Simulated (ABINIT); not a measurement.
# Excitons of KBr (Fm-3m) on ever denser meshes

Aim: the absorption spectrum of KBr (Fm-3m) with electron-hole interaction, and what each part of the kernel does.

Program: ABINIT 10.8.3. Level of theory: PBE and many-body steps on it, plane waves. Results are calculated unless marked as measured.

**1. The starting structure**

Symmetry: Fm-3m, No. 225, cubic system. The conventional cell has a = 6.600 Å, b = 6.600 Å, c = 6.600 Å, α = 90.00°, β = 90.00°, γ = 90.00°. Nearest to K lie 6 Br at 3.30 Å. Nearest to Br lie 6 K at 3.30 Å. Farther neighbours and most contacts between anions are not listed.

The cell and positions come from the Crystallography Open Database and are kept as given unless a step says otherwise.

**2. Empty states on the mesh, 4×4×4 mesh, 298 bands**

This step: ABINIT 10.8.3; DFT, PBE, plane waves, norm-conserving pseudopotentials.

The sums over transitions need many empty states on a uniform mesh; this step solves for them.

Input file run.abi:

```
acell 3*1.0 Angstrom
rprim 
  0.000000000000 3.300000000000 3.300000000000
  3.300000000000 -0.000000000000 3.300000000000
  3.300000000000 3.300000000000 0.000000000000
ntypat 2
znucl 19 35
natom 2
typat 1 2
xred 
  0.000000000000 0.000000000000 0.000000000000
  0.500000000000 0.500000000000 0.500000000000
pp_dirpath "pseudos"
pseudos "K.upf, Br.upf"
ecut 33
ngkpt 4 4 4
nshiftk 1
shiftk 0 0 0
kptopt 1
chksymbreak 0
irdden 1
istwfk *1
nband 298
prtvol 0
optdriver 6
gwr_task "HDIAGO"
paral_kgb 0
occopt 1
indata_prefix "in"
outdata_prefix "out"
tmpdata_prefix "tmp"
```

Launch:

```bash
$ OMP_NUM_THREADS=1 mpirun -n 4 abinit run.abi > log
```

What it wrote:

```text
.Version 10.8.3 of ABINIT. v10.8.2 released Aug 2026.

 Symmetries : space group Fm -3 m (#225); Bravais cF (face-center cubic)
[... echo of the input left out ...]
== DATASET  1 ==================================================================
-   mpi_nproc: 4, omp_nthreads: 1 (-1 if OMP is not activated)

--- !DatasetInfo
iteration_state: {dtset: 1, }
dimensions: {natom: 2, nkpt: 8, mband: 298, nsppol: 1, nspinor: 1, nspden: 1, mpw: 4477, }
cutoff_energies: {ecut:  33.0, pawecutdg:  -1.0, }
[...]
Direct band gap semiconductor
 Fundamental gap:     4.436 (eV)
   VBM:    -0.010 (eV) at k: [ 0.0000E+00,  0.0000E+00,  0.0000E+00]
   CBM:     4.426 (eV) at k: [ 0.0000E+00,  0.0000E+00,  0.0000E+00]
 Direct gap:         4.436 (eV) at k: [ 0.0000E+00,  0.0000E+00,  0.0000E+00]

== END DATASET(S) ==============================================================
================================================================================

 -outvars: echo values of variables after computation  --------
           etotal      0.0000000000E+00
            nband         298
             nkpt           8
          spgroup         225
 [... the other variables as echoed above ...]

 Calculation completed.
```

It took 75 s on 4 MPI ranks of Intel Xeon 6975P-C (Granite Rapids), shared host; peak memory 4.5 GiB.

This step gave:

```
gap                                                           : 4.436 eV
k of the valence top                                          : 0, 0, 0
k of the conduction bottom                                    : 0, 0, 0
least direct gap                                              : 4.436 eV
k points computed                                             : 8
lowest point of the top converged band, above the valence top : 137.3185 eV
```

On this mesh the gap is 4.436 eV.

The density comes from a self-consistent run that is not shown.

**3. Screening, 4×4×4 mesh, 290 bands, screening to 209.5 eV**

The RPA dielectric matrix is built and inverted for each q.

This step: RPA screening on PBE, plane waves, norm-conserving pseudopotentials.

run.abi, as its differences from that of step 2:

```diff
@@ -20,10 +20,11 @@
 chksymbreak 0
-irdden 1
 istwfk *1
-nband 298
-prtvol 0
-optdriver 6
-gwr_task "HDIAGO"
-paral_kgb 0
 occopt 1
+irdwfk 1
+optdriver 3
+nband 290
+ecuteps 7.7
+inclvkb 2
+awtr 1
+symchi 1
 indata_prefix "in"
```

What it wrote:

```text
.Version 10.8.3 of ABINIT. v10.8.2 released Aug 2026.

 Symmetries : space group Fm -3 m (#225); Bravais cF (face-center cubic)
[... echo of the input left out ...]
== DATASET  1 ==================================================================
-   mpi_nproc: 4, omp_nthreads: 1 (-1 if OMP is not activated)

--- !DatasetInfo
iteration_state: {dtset: 1, }
dimensions: {natom: 2, nkpt: 8, mband: 290, nsppol: 1, nspinor: 1, nspden: 1, mpw: 4477, }
cutoff_energies: {ecut:  33.0, pawecutdg:  -1.0, }
[...]
--------------------------------------------------------------------------------
[... chi0 elements left out ...]
 For q-point:  0.000010 0.000020 0.000030
  dielectric constant =   2.3739
  dielectric constant without local fields =   2.8541

  Average fulfillment of the sum rule on Im[epsilon] for q-point    1 :     87.96  [%]
[... wings left out ...]
  q-point number  2        q = ( 0.250000, 0.000000, 0.000000) [r.l.u.]
--------------------------------------------------------------------------------
[... chi0 elements left out ...]
  Average fulfillment of the sum rule on Im[epsilon] for q-point    2 :     90.95  [%]

 [... 6 further q-points ...]
```

Run time: 86 s. Hardware: 4 MPI ranks; peak memory 2.5 GiB; 5.7 min of CPU time.

This step gave:

| Item | Value |
| --- | --- |
| ε∞ with local fields, on this mesh, along the program's q direction | 2.374 |
| the same without local fields | 2.854 |
| plasma frequency | 17.52 eV |
| plane waves in the screening matrix | 531 |

Local fields lower ε∞ by 17 %.

**4. Self-energy, 4×4×4 mesh, 290 bands, screening to 209.5 eV**

The self-energy is evaluated for the states that the input lists, and the levels follow from it, in one-shot runs by the linearised quasiparticle equation.

This step: G0W0 on PBE, plane waves, norm-conserving pseudopotentials.

run.abi, as its differences from that of step 3:

```diff
@@ -23,8 +23,15 @@
 irdwfk 1
-optdriver 3
+optdriver 4
 nband 290
+gwcalctyp 0
+ecutsigx 33
+symsigma 1
+nkptgw 1
+kptgw 
+  0.0000000000 0.0000000000 0.0000000000
+bdgw 
+  6 12
 ecuteps 7.7
-inclvkb 2
-awtr 1
-symchi 1
+irdscr 1
+ppmodel 1
 indata_prefix "in"
```

What it wrote:

```text
.Version 10.8.3 of ABINIT. v10.8.2 released Aug 2026.

 Symmetries : space group Fm -3 m (#225); Bravais cF (face-center cubic)
[... echo of the input left out ...]
== DATASET  1 ==================================================================
-   mpi_nproc: 4, omp_nthreads: 1 (-1 if OMP is not activated)

--- !DatasetInfo
iteration_state: {dtset: 1, }
dimensions: {natom: 2, nkpt: 8, mband: 290, nsppol: 1, nspinor: 1, nspden: 1, mpw: 4477, }
cutoff_energies: {ecut:  33.0, pawecutdg:  -1.0, }
[...]
10   7.598  -8.409  -3.762  -3.099   0.858  -0.165  -7.080   1.329   8.927
       11   7.598  -8.409  -3.762  -3.099   0.858  -0.165  -7.080   1.329   8.927
       12   7.598  -8.409  -3.762  -3.099   0.858  -0.165  -7.080   1.329   8.927

== END DATASET(S) ==============================================================
================================================================================

 -outvars: echo values of variables after computation  --------
           etotal      0.0000000000E+00
            nband         290
             nkpt           8
          spgroup         225
 [... the other variables as echoed above ...]

 Calculation completed.
```

Elapsed: 39 s, on 4 MPI ranks; peak memory 2.8 GiB; 2.6 min of CPU time.

This step gave:

```yaml
g0w0_gap_on_the_points_computed: 6.974 eV
starting_gap_on_the_mesh: 4.436 eV
k_of_the_valence_top: 0, 0, 0
k_of_the_conduction_bottom: 0, 0, 0
least_direct_g0w0_gap_on_the_computed_points: 6.974 eV
```

The gap on the mesh goes from 4.44 eV to 6.97 eV, a correction of +2.54 eV.

The gap opens by 2.538 eV; the next steps shift the empty bands rigidly by 2.538 eV.

**5. Excitons**

Optical absorption needs the electron-hole interaction, solved here in a basis of vertical transitions on the mesh.

This step: Bethe-Salpeter equation on PBE with a scissors shift, plane waves, norm-conserving pseudopotentials.

run.abi, as its differences from that of step 4:

```diff
@@ -23,15 +23,17 @@
 irdwfk 1
-optdriver 4
-nband 290
-gwcalctyp 0
-ecutsigx 33
-symsigma 1
-nkptgw 1
-kptgw 
-  0.0000000000 0.0000000000 0.0000000000
-bdgw 
-  6 12
-ecuteps 7.7
+optdriver 99
+bs_calctype 1
+mbpt_sciss 2.538 eV
+bs_loband 6
+nband 14
+bs_exchange_term 1
+bs_coulomb_term 11
+bs_coupling 0
+bs_algorithm 1
+bs_freq_mesh 0 13 0.1 eV
+zcut 0.15 eV
+ecuteps 4
+ecutwfn 16.5
+inclvkb 2
 irdscr 1
-ppmodel 1
 indata_prefix "in"
```

What it wrote:

```text
.Version 10.8.3 of ABINIT. v10.8.2 released Aug 2026.

 Symmetries : space group Fm -3 m (#225); Bravais cF (face-center cubic)
[... echo of the input left out ...]
== DATASET  1 ==================================================================
-   mpi_nproc: 4, omp_nthreads: 1 (-1 if OMP is not activated)

--- !DatasetInfo
iteration_state: {dtset: 1, }
dimensions: {natom: 2, nkpt: 8, mband: 14, nsppol: 1, nspinor: 1, nspden: 1, mpw: 1588, }
cutoff_energies: {ecut:  16.5, pawecutdg:  -1.0, }
electrons: {nelect:   1.60000000E+01, charge:   0.00000000E+00, occopt:   1.00000000E+00, tsmear:   1.00000000E-02, }

 Exciton: Calculation of dielectric properties by solving the Bethe-Salpeter equation
 in frequency domain and reciprocal space on a transitions basis set.
 Based on a program developed by L. Reining, V. Olevano, F. Sottile,
 S. Albrecht, and G. Onida. Incorporated in ABINIT by M. Giantomassi.

.Using double precision arithmetic ; gwpc =  8

[... cell and pseudopotentials left out ...]
--------------------------------------------------------------------------------

 ==== K-mesh for the wavefunctions ====
 Number of points in the irreducible wedge :     8
[... list of points left out ...]
 Together with 48 symmetry operations and time-reversal symmetry
 yields    64 points in the full Brillouin Zone.

 ==== Q-mesh for the screening function ====
 Number of points in the irreducible wedge :     8
[... list of points left out ...]
 Together with 48 symmetry operations and time-reversal symmetry
 yields    64 points in the full Brillouin Zone.

 vcoul_init : cutoff-mode = AUXILIARY_FUNCTION
 q-points for optical limit:   1
     1)      0.000010    0.000020    0.000030
 setmesh: FFT mesh size selected  =    24x   24x   24
          total number of points  =        13824

 ==== Fundamental parameters for the solution of the Bethe-Salpeter equation: ====
 Algorithm: Direct diagonalization.
 Dimension of the v, W matrices,  npweps  = 169
 Cutoff for the wavefunctions,    npwwfn  = 1471
 Number of k-points in the IBZ,   nkibz   = 8
 Highest empty band included,     nband   = 14
 === Spin UP ===
 Number of resonant transitions          1152
 Lowest occupied state                   6
 Highest occupied state                  8
 Lowest unoccupied state                 9
 Highest unoccupied state                14
 Minimum frequency [eV]           Emin    =   0.00
 Maximum frequency [eV]           Emax    =  13.00
 Frequency step [eV]              dE      =   0.10
 Lorentzian broadening [eV]       eta     =   0.15
 RPA L0 with KS energies and KS wavefunctions
 Scissors operator energy [eV] =          2.54
 Local fields effects (v term) included
 Excitonic effects (W term) included
 Full W_GG' included
 W is read from an external SCR file
 Resonant-only calculation (Hermitian case)

 Calculating epsilon_Macro(q-->0,w), along the following directions:
 q = (  1.146047  0.000000  0.000000) [r.l.u.]
 q = (  0.000000  1.146047  0.000000) [r.l.u.]
 q = (  0.000000  0.000000  1.146047) [r.l.u.]
 q = (  0.000000  0.992506  0.992506) [r.l.u.]
 q = (  0.992506  0.000000  0.992506) [r.l.u.]
 q = (  0.992506  0.992506  0.000000) [r.l.u.]
 Number of electrons calculated from density =   15.9979; Expected =   16.0000
 average of density, n =  0.032983
 r_s =    1.9344
 omega_plasma =   17.5187 [eV]

. Writing resonant excitonic Hamiltonian on file out_BSR; file size=   0.01 [Gb].
 Direct diagonalization of the resonant excitonic Hamiltonian, Matrix size= 1152
. Using LAPACK sequential version.
 Excitonic eigenvalues in eV up to n=   32
   5.84951   5.85209   5.85252   6.86115   6.87368   6.87625   7.29219   7.29763
   7.29788   7.32893   7.33236   7.35808   7.37553   7.38279   7.38939   7.39126
   7.39431   7.42131   7.42492   7.54860   7.55425   7.56209   7.56643   7.60459
   7.60657   7.60824   7.61383   7.61616   7.61784   7.62652   7.62737   7.63816

 First excitonic eigenvalue=    5.85 [eV]
 Last  excitonic eigenvalue=   13.15 [eV]

 GW  direct gap       6.97  0.00 [eV]
 EXC direct gap       5.85  0.00 [eV]
 EXC binding energy   1.12  0.00 [eV]

 Excitonic eigenvalues up to the GW energy gap [eV]
  1 (  5.85  0.00)
  2 (  5.85  0.00)
  3 (  5.85  0.00)
  4 (  6.86  0.00)
  5 (  6.87  0.00)
  6 (  6.88  0.00)

 Macroscopic dielectric function:
 omega [eV] <KS_RPA_nlf>  <GW_RPA_nlf>  <BSE>
   0.0000   2.3558   0.0000   2.0175   0.0000   2.2184   0.0000
   0.1000   2.3561   0.0008   2.0176   0.0003   2.2186   0.0006
   0.2000   2.3568   0.0015   2.0179   0.0006   2.2192   0.0011
   0.3000   2.3581   0.0023   2.0184   0.0009   2.2201   0.0017
   0.4000   2.3598   0.0030   2.0191   0.0012   2.2214   0.0023
   0.5000   2.3621   0.0038   2.0200   0.0015   2.2231   0.0028
   0.6000   2.3649   0.0046   2.0211   0.0018   2.2252   0.0034
   0.7000   2.3682   0.0054   2.0224   0.0021   2.2277   0.0040
   0.8000   2.3721   0.0062   2.0239   0.0024   2.2305   0.0046
   0.9000   2.3765   0.0070   2.0256   0.0027   2.2338   0.0052

 Writing KS-RPA macroscopic dielectric function without local fields to file: out_RPA_NLF_MDF
 Writing GW-RPA macroscopic dielectric function without local fields to file: out_GW_NLF_MDF
 Writing EXC Macroscopic dielectric function to file: out_EXC_MDF

== END DATASET(S) ==============================================================
================================================================================

 -outvars: echo values of variables after computation  --------
           etotal      0.0000000000E+00
            nband          14
             nkpt           8
          spgroup         225
 [... the other variables as echoed above ...]

 Calculation completed.
```

Wall time 33 s (4 MPI ranks); peak memory 0.42 GiB; 2.2 min of CPU time.

This step gave:

```yaml
direct_gap_of_the_transition_levels: 6.974 eV
transitions_in_the_window: 1152
first_strong_exciton_over_a_fiftieth_of_the_strongest_listed: 5.850 eV
lowest_state: 5.850 eV
binding_of_the_lowest_state_below_the_direct_gap: 1.124 eV
coulomb_term_of_one_mesh_cell: 1.036 eV
```

The binding is 1.1 times the screened Coulomb term of one mesh cell (1.04 eV), so it is not shown settled.

The lowest state lies at 5.850 eV, 1.124 eV under the direct gap.

Lines within 3 meV are set at the lowest of them, and the highest group, which the list may cut short, is left out. Exciton lines, with heights relative to the strongest:

| position (eV) | lines merged | oscillator strength, relative |
| --- | --- | --- |
| 5.849 | 3 | 95 |
| 6.861 | 1 | 55 |
| 6.874 | 2 | 100 |
| 7.292 | 1 | 0.0 |
| 7.298 | 2 | 0.0 |
| 7.329 | 1 | 0.0 |
| 7.332 | 1 | 0.0 |
| 7.358 | 1 | 0.1 |
| 7.375 | 1 | 0.7 |
| 7.383 | 1 | 0.4 |

The ε₂ has structure finer than the step of the table below, so its rows give means over 0.5 eV, whole bins alone (the curve runs from 0 to 13 eV). Peaks (eV: height): BSE 5.90: 3.12, 6.90: 5.35, 8.10: 2.60, 9.80: 3.79, 10.40: 3.52; no electron-hole interaction 7.00: 0.909, 8.60: 3.14, 9.50: 5.28, 10.50: 3.77, 11.00: 3.13, 11.90: 4.94; Kohn-Sham, no shift 4.40: 0.880, 5.90: 3.10, 7.00: 5.10, 8.00: 3.78, 9.30: 4.99.

Mean over the three Cartesian directions of q; broadening 0.15 eV; transition window only. Limits: finite bands, cutoff and mesh; no spin-orbit coupling; exciton not shown settled in the k mesh. Table of ε₂ by photon energy; means over each step:

| photon energy (eV) | BSE | no electron-hole interaction | Kohn-Sham, no shift |
| --- | --- | --- | --- |
| 0.5 | 0.00286 | 0.0015 | 0.00382 |
| 1.0 | 0.00588 | 0.00304 | 0.00792 |
| 1.5 | 0.00927 | 0.00471 | 0.0127 |
| 2.0 | 0.0133 | 0.00652 | 0.0185 |
| 2.5 | 0.0183 | 0.00858 | 0.0265 |
| 3.0 | 0.0252 | 0.0110 | 0.0390 |
| 3.5 | 0.0351 | 0.0140 | 0.0645 |
| 4.0 | 0.0514 | 0.0178 | 0.186 |
| 4.5 | 0.0830 | 0.0229 | 0.592 |
| 5.0 | 0.171 | 0.0301 | 0.258 |
| 5.5 | 0.870 | 0.0416 | 0.786 |
| 6.0 | 1.93 | 0.0648 | 2.70 |
| 6.5 | 1.43 | 0.165 | 1.83 |
| 7.0 | 3.19 | 0.601 | 4.06 |
| 7.5 | 1.75 | 0.261 | 2.76 |
| 8.0 | 2.36 | 0.674 | 3.17 |
| 8.5 | 1.98 | 2.68 | 2.59 |
| 9.0 | 1.60 | 1.77 | 3.37 |
| 9.5 | 2.16 | 4.02 | 3.93 |
| 10.0 | 3.03 | 2.82 | 3.06 |
| 10.5 | 3.06 | 3.16 | 1.97 |
| 11.0 | 2.64 | 2.62 | 0.763 |
| 11.5 | 2.24 | 3.19 | 0.466 |
| 12.0 | 2.25 | 4.04 | 0.142 |
| 12.5 | 0.934 | 3.09 | 0.0738 |

**6. Triplet (no exchange term)**

run.abi, as its differences from that of step 5:

```diff
@@ -27,4 +27,4 @@
 bs_loband 6
-nband 14
-bs_exchange_term 1
+nband 10
+bs_exchange_term 0
 bs_coulomb_term 11
@@ -32,3 +32,3 @@
 bs_algorithm 1
-bs_freq_mesh 0 13 0.1 eV
+bs_freq_mesh 0 11 0.1 eV
 zcut 0.15 eV
```

What it wrote:

```text
.Version 10.8.3 of ABINIT. v10.8.2 released Aug 2026.

 Symmetries : space group Fm -3 m (#225); Bravais cF (face-center cubic)
[... echo of the input left out ...]
== DATASET  1 ==================================================================
-   mpi_nproc: 4, omp_nthreads: 1 (-1 if OMP is not activated)

--- !DatasetInfo
iteration_state: {dtset: 1, }
dimensions: {natom: 2, nkpt: 8, mband: 10, nsppol: 1, nspinor: 1, nspden: 1, mpw: 1588, }
cutoff_energies: {ecut:  16.5, pawecutdg:  -1.0, }
electrons: {nelect:   1.60000000E+01, charge:   0.00000000E+00, occopt:   1.00000000E+00, tsmear:   1.00000000E-02, }

 Exciton: Calculation of dielectric properties by solving the Bethe-Salpeter equation
 in frequency domain and reciprocal space on a transitions basis set.
 Based on a program developed by L. Reining, V. Olevano, F. Sottile,
 S. Albrecht, and G. Onida. Incorporated in ABINIT by M. Giantomassi.

.Using double precision arithmetic ; gwpc =  8

[... cell and pseudopotentials left out ...]
--------------------------------------------------------------------------------

 ==== K-mesh for the wavefunctions ====
 Number of points in the irreducible wedge :     8
[... list of points left out ...]
 Together with 48 symmetry operations and time-reversal symmetry
 yields    64 points in the full Brillouin Zone.

 ==== Q-mesh for the screening function ====
 Number of points in the irreducible wedge :     8
[... list of points left out ...]
 Together with 48 symmetry operations and time-reversal symmetry
 yields    64 points in the full Brillouin Zone.

 vcoul_init : cutoff-mode = AUXILIARY_FUNCTION
 q-points for optical limit:   1
     1)      0.000010    0.000020    0.000030
 setmesh: FFT mesh size selected  =    24x   24x   24
[...]
average of density, n =  0.032983
 r_s =    1.9344
 omega_plasma =   17.5187 [eV]

. Writing resonant excitonic Hamiltonian on file out_BSR; file size=   0.00 [Gb].
 Direct diagonalization of the resonant excitonic Hamiltonian, Matrix size= 384
. Using LAPACK sequential version.
 Excitonic eigenvalues in eV up to n=   32
   5.80942   5.81350   5.81409   6.77548   6.79264   6.79557   7.29749   7.30070
   7.30200   7.31198   7.31708   7.37161   7.37395   7.37800   7.37888   7.38950
   7.39656   7.43350   7.43553   7.48463   7.52295   7.53171   7.57442   7.60885
   7.60939   7.60992   7.61893   7.62079   7.62245   7.62702   7.62832   7.63008

 First excitonic eigenvalue=    5.81 [eV]
 Last  excitonic eigenvalue=   10.98 [eV]

 GW  direct gap       6.97  0.00 [eV]
 EXC direct gap       5.81  0.00 [eV]
 EXC binding energy   1.16  0.00 [eV]

 Excitonic eigenvalues up to the GW energy gap [eV]
  1 (  5.81  0.00)
  2 (  5.81  0.00)
  3 (  5.81  0.00)
  4 (  6.78  0.00)
  5 (  6.79  0.00)
  6 (  6.80  0.00)

 Macroscopic dielectric function:
 omega [eV] <KS_RPA_nlf>  <GW_RPA_nlf>  <BSE>
   0.0000   1.8126   0.0000   1.5890   0.0000   1.7639   0.0000
   0.1000   1.8128   0.0006   1.5891   0.0002   1.7640   0.0005
   0.2000   1.8133   0.0011   1.5893   0.0004   1.7645   0.0009
[...]
0.8000   1.8249   0.0047   1.5935   0.0017   1.7740   0.0039
   0.9000   1.8283   0.0054   1.5947   0.0019   1.7768   0.0044

 Writing KS-RPA macroscopic dielectric function without local fields to file: out_RPA_NLF_MDF
 Writing GW-RPA macroscopic dielectric function without local fields to file: out_GW_NLF_MDF
 Writing EXC Macroscopic dielectric function to file: out_EXC_MDF

== END DATASET(S) ==============================================================
================================================================================

 -outvars: echo values of variables after computation  --------
           etotal      0.0000000000E+00
            nband          10
             nkpt           8
          spgroup         225
 [... the other variables as echoed above ...]

 Calculation completed.
```

It took 5.5 s on 4 MPI ranks; peak memory 0.38 GiB; 21 s of CPU time.

The lowest triplet lies at 5.809 eV; without spin-orbit coupling triplets are dark, so no spectrum is read.

[end of part 1 of 3]

[Paths, hosts, dates, memory and timing lines, banners, echoed tables and standing remarks are left out of the program output.]

[Logs are printed without paths, hosts, clocks, repeated set-up lines and the standing remarks that a program may print on its own settings, such as how far it seeks lower states.]

[Runs of the session that timed out or met a known fault of the program may be left out.]

[Hosts, paths, dates, database ids (printed as entryN), source tags and the programs' standing remarks are cut or masked in the printed files.]

[G0W0 gaps are taken among the corrected bands and points alone; a level outside them can change the order at an edge.]

[Where Ansatz stands beside ABINIT at settings called matched, ABINIT's density can come from a denser mesh and the files from another edition; pairs whose starting gaps differed by over 0.03 eV were left out, so agreement reads better than it is.]
